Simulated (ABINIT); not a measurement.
Runs of ABINIT 10.8.3 (patched build) on Al. The structure is cubic, space group Fm-3m (No. 225). The conventional cell has a = 4.050 Å, b = 4.050 Å, c = 4.050 Å, α = 90.00°, β = 90.00°, γ = 90.00°. Al (site symmetry m-3m) has 12 Al at 2.86 Å as nearest neighbours. 

```csv
task,level,potentials or basis,cutoff (eV),fine-grid cutoff,gap on the mesh (eV),pressure (GPa),V0 of scaled cells (Å³/atom),B0 (GPa)
band structure,BLYP,PseudoDojo NC SR PBE v0.4.1 standard,544,-,none,(b),-,-
equation of state,SOGGA,PseudoDojo NC SR PBEsol v0.4.1 standard,544,-,-,-,15.96,89
equation of state,LDA,JTH PAW LDA v2.0,544,1088.46 eV,-,-,15.81,(a)
band structure,r2SCAN,JTH PAW LDA v2.0,653,1251.72 eV,none,-3.7,-,-
band structure,RPBE,JTH PAW PBE v2.0,544,1088.46 eV,none,0.5,-,-
```

Alike in all rows: no spin polarisation; cell as given; k mesh 11 × 11 × 11; smearing fermi-dirac 0.05 eV.

Problem. Estimate the missing entries.

Solution. (a) 86; (b) 4.3.

Caveats: the potentials were made for another functional, which shifts forces and pressure (some runs); pressures at fixed basis lie under the slope of the energies (some runs); the PAW data sets were made with another functional, which shifts forces and pressure a little (some runs).

A gap of «none» marks a metal or a gap under the smearing width.

Runs at the PBE level aren't shown here.
